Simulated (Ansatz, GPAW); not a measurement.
# Geometry or basis: what sets the conductance of benzene-1,4-dithiol between two Pt chains, part 3 of 3

Wanted: T(E) of benzene-1,4-dithiol between two Pt chains at a relaxed geometry in two programs, beside the unrelaxed structure.

GPAW 26.7.0 and Ansatz 0.2.0; Ansatz plane waves; relaxation of the junction with the lead ends held; PAW set soft_1 (the session's first sound run).

So far, transmission at the Fermi level (one spin): step 3 (plane-wave reference (PBE)) 0.393; step 5 (GPAW, szp: basis = "szp(dzp)", PBE, GPAW) 0.302; step 6 (minimal basis, PBE, GPAW) 0.314; step 7 (revPBE in the dzp basis: xc = "revPBE") 0.357; step 8 (the structure as built: geometry = "as built", PBE, GPAW) 0.926.

### Step 10. The levels side by side (continued)

The transmission, zone mean, sum over the listed spins by energy, zero at the Fermi level:

| energy (eV) | pw-pbe | dzp | szp | sz | dzp-revPBE | asbuilt |
| --- | --- | --- | --- | --- | --- | --- |
| -2.000 | 0.976 | 0.957 | 0.809 | 0.824 | 0.959 | 0.992 |
| -1.800 | 0.974 | 0.969 | 0.814 | 0.832 | 0.968 | 0.938 |
| -1.625 | 0.984 | 1.00 | 0.797 | 0.813 | 0.993 | 0.966 |
| -1.600 | 0.889 | 1.00 | 0.792 | 0.805 | 0.995 | 0.974 |
| -1.425 | 0.709 | 0.754 | 0.593 | 0.605 | 0.749 | 0.972 |
| -1.400 | 0.538 | 0.690 | 0.552 | 0.565 | 0.684 | 0.925 |
| -1.200 | 0.0868 | 0.163 | 0.145 | 0.188 | 0.154 | 0.339 |
| -1.000 | 0.248 | 0.138 | 0.0901 | 0.0546 | 0.139 | 0.403 |
| -0.800 | 0.648 | 0.398 | 0.343 | 0.132 | 0.415 | 0.710 |
| -0.600 | 0.953 | 0.787 | 0.838 | 0.457 | 0.795 | 0.997 |
| -0.550 | 1.00 | 0.900 | 0.965 | 0.653 | 0.911 | 1.01 |
| -0.525 | 0.975 | 0.959 | 1.00 | 0.785 | 0.970 | 1.01 |
| -0.400 | 0.980 | 0.871 | 0.832 | 0.914 | 0.870 | 1.00 |
| -0.375 | 1.00 | 0.874 | 0.850 | 0.895 | 0.880 | 1.01 |
| -0.275 | 0.878 | 0.996 | 0.974 | 0.997 | 0.970 | 0.375 |
| -0.200 | 0.981 | 0.912 | 0.968 | 0.963 | 0.920 | 0.619 |
| -0.175 | 1.00 | 0.964 | 0.998 | 0.994 | 0.971 | 0.715 |
| -0.150 | 0.977 | 0.998 | 0.969 | 0.978 | 0.998 | 0.811 |
| 0.000 | 0.393 | 0.354 | 0.302 | 0.314 | 0.357 | 0.926 |
| 0.200 | 0.238 | 0.215 | 0.296 | 0.543 | 0.222 | 0.395 |
| 0.250 | 0.277 | 0.271 | 0.486 | 0.986 | 0.281 | 0.310 |
| 0.300 | 0.381 | 0.423 | 0.941 | 0.459 | 0.441 | 0.242 |
| 0.400 | 0.996 | 0.768 | 0.159 | 0.0451 | 0.737 | 0.163 |
| 0.600 | 0.0283 | 0.0191 | 0.0103 | 0.00513 | 0.0184 | 0.0892 |
| 0.800 | 0.00741 | 0.00376 | 0.00334 | 0.00177 | 0.00373 | 0.0645 |
| 1.000 | 0.00181 | 0.00142 | 0.00146 | 7.5e-4 | 0.00141 | 0.0383 |
| 1.200 | 9.3e-4 | 7.8e-4 | 8.4e-4 | 4.1e-4 | 7.7e-4 | 0.0234 |
| 1.400 | 5.8e-4 | 5.0e-4 | 5.5e-4 | 2.5e-4 | 5.0e-4 | 0.0155 |
| 1.600 | 4.0e-4 | 3.6e-4 | 4.0e-4 | 1.6e-4 | 3.5e-4 | 0.0115 |
| 1.800 | 2.9e-4 | 2.6e-4 | 3.0e-4 | 1.0e-4 | 2.6e-4 | 0.00984 |
| 2.000 | 2.1e-4 | 2.0e-4 | 2.3e-4 | 6.1e-5 | 1.9e-4 | 0.00981 |

### Step 11. Other settings

One more run, with changed settings.

This step: GPAW LCAO, PAW setups; Landauer transmission from Green's functions with principal layers (ASE), zero bias (GPAW 26.7.0).

The input, run.py:

```python
import json
import numpy as np
from ase import Atoms
from ase.transport.calculators import TransportCalculator
from gpaw import GPAW, FermiDirac
from gpaw.lcao.tools import get_lcao_hamiltonian
from scipy.linalg import eigh

# The junction with lead layers at both ends, along the third cell vector
device = Atoms(
    ['Pt', 'Pt', 'Pt', 'Pt', 'Pt', 'Pt', 'Pt', 'Pt', 'S', 'H', 'C', 'C', 'H', 'C', 'C', 'H', 'C', 'C', 'H', 'S', 'Pt', 'Pt', 'Pt', 'Pt', 'Pt', 'Pt', 'Pt', 'Pt'],
    positions=[
        [5.72020, 4.50000, 1.20000],
        [5.72020, 4.50000, 3.60000],
        [5.72020, 4.50000, 6.00000],
        [5.72020, 4.50000, 8.40000],
        [5.72020, 4.50000, 10.80000],
        [5.72020, 4.50000, 13.20000],
        [4.65782, 4.82467, 15.31948],
        [5.41032, 4.60437, 17.62276],
        [4.38169, 4.67697, 19.54324],
        [7.28731, 4.71046, 20.47342],
        [5.20091, 4.70024, 21.08290],
        [6.60065, 4.70629, 21.31998],
        [3.25899, 4.70739, 22.06003],
        [4.33753, 4.70511, 22.22256],
        [7.09471, 4.71144, 22.61032],
        [8.17323, 4.71895, 22.77277],
        [4.83160, 4.70267, 23.51287],
        [6.23138, 4.70311, 23.75001],
        [4.14491, 4.70393, 24.35941],
        [7.05097, 4.68339, 25.28975],
        [6.02403, 4.60610, 27.21093],
        [6.77829, 4.83542, 29.51303],
        [5.72020, 4.50000, 31.63396],
        [5.72020, 4.50000, 34.03396],
        [5.72020, 4.50000, 36.43396],
        [5.72020, 4.50000, 38.83396],
        [5.72020, 4.50000, 41.23396],
        [5.72020, 4.50000, 43.63396]],
    cell=[[11.4404, 0.0, 0.0], [0.0, 9.0, 0.0], [0.0, 0.0, 44.83396]],
    pbc=True)

# One principal layer of the lead: the first 5 atoms of the device
lead = Atoms(
    ['Pt', 'Pt', 'Pt', 'Pt', 'Pt'],
    positions=[
        [5.72020, 4.50000, 1.20000],
        [5.72020, 4.50000, 3.60000],
        [5.72020, 4.50000, 6.00000],
        [5.72020, 4.50000, 8.40000],
        [5.72020, 4.50000, 10.80000]],
    cell=[[11.4404, 0.0, 0.0], [0.0, 9.0, 0.0], [0.0, 0.0, 12.0]],
    pbc=True)

settings = dict(mode='lcao', basis='dzp', xc='PBE', h=0.2,
                occupations=FermiDirac(2.0), maxiter=100,
                mixer=dict(beta=0.1, nmaxold=8, weight=100.0),
                convergence=dict(density=0.0001))
energies = np.arange(-2, 2 + 1e-9, 0.025)
eta = 0.0001
n1, n2 = 1, 1
# k and -k transmit alike, so half of the mesh across the current serves
mesh = [(i, j) for i in range(n1) for j in range(n2) if (i, j) <= (-i % n1, -j % n2)]
weights = np.array([1 if (i, j) == (-i % n1, -j % n2) else 2 for i, j in mesh]) / (n1 * n2)

# [... helper functions left out ...]
fermi_lead = ground_state(lead, (1, 1, 10), 'lead.txt')
fermi_device = ground_state(device, (1, 1, 2), 'device.txt')
# [... loop over the mesh left out, but for ...]
        # Shift the lead onto the potential of the device's first layer
        shift = ((H[:, 0, 0] - H0[:, 0, 0]) / S0[0, 0]).real.mean()
# [...]
kT = 8.617333e-5 * 300
bias = [0.1, 0.2, 0.5, 1.0, 1.5, 2.0]
# [... integrals and printing left out ...]
```

Launch:

```sh
> OMP_NUM_THREADS=1 OPENBLAS_NUM_THREADS=1 python run.py
```

Run time: 4 min. Hardware: 1 thread of Arm Neoverse V2, shared host; peak memory 1.9 GiB.

The run finished. A setting was moved off its sound value on purpose, so it serves as a test and not as the result.

The fault put into the input: a smearing of electronvolts (width = 2.0).

Side by side:

| quantity | this run | sound run | difference |
| --- | --- | --- | --- |
| conductance (G₀) | 2.108e-4 | 0.39176 | -0.392 |
| thermopower (μV/K) | 11.836 | 54.287 | -42.5 |
| largest coupling past the next principal layer (eV) | 8.426e-6 | 8.089e-6 | 3.4e-7 |
| largest misfit of the first principal layer (eV) | 0.22361 | 0.11827 | 0.105 |
| shift that aligns the lead (eV) | -0.099005 | 0.0013781 | -0.100 |
| transmission at the Fermi level (one spin) | 2.101e-4 | 0.35365 | -0.353 |

One result that differs is the conductance, 2.1e-4 G₀ against 0.392 G₀.

### Step 12. Summary of results

| Item | Value |
| --- | --- |
| conductance | 0.392 G₀ |
| transmission at the Fermi level, mean of the spins | 0.354 |
| thermopower | 54.3 μV/K |

What this shows: In the dzp basis the junction conducts 0.392 G₀ at 300 K, with T = 0.354 a spin at the Fermi level; no smaller basis tried comes within 10 % of that conductance. Relaxation moved atoms by up to 1.1 Å and took the conductance from 0.897 to 0.392 G₀, as a ratio a larger change than the step from dzp to the minimal basis. The conductance differs from T at the Fermi level because it averages T(E) over the thermal window, about 0.09 eV wide, in which T changes. Plane waves (PBE) give T = 0.393 there. At the Fermi level one eigenchannel carries the current (0.35). The positive thermopower says that the thermally weighted transmission is larger below the Fermi level, as for hole-like transport. Measured against the first run (pw-pbe), the nearest curve is that of dzp-revPBE (r.m.s. 0.099) and the farthest that of sz (0.23). Over the compared runs wall time goes from 133 s (sz) to 4204 s (pw-pbe), on a shared host; the plane-wave run used 4 threads and the orbital runs 1. The leads kept an estimated spacing and the cell its length, so the junction may be under some tension or compression. The run had no spin polarisation, so a magnetic state, which chains and small molecules with open shells often have, wasn't tested. Spin-orbit coupling is left out, which matters for the heavy atoms here. Semilocal functionals put molecular levels too near the Fermi level, so such conductances usually come out too high, and chain electrodes have a sharper density of states than real ones. An evenly spaced straight chain is an idealisation: free chains tend to dimerise, zigzag or, where a band edge lies near the Fermi level, turn magnetic. The currents use the zero-bias T(E) throughout, which holds only while the bias is small against the distance to the nearest feature.

[Logs are printed without paths, hosts, clocks, repeated set-up lines and the standing remarks that a program may print on its own settings, such as how far it seeks lower states.]

[Hosts, paths, dates, database ids (printed as entryN), source tags and the programs' standing remarks are cut or masked in the printed files.]
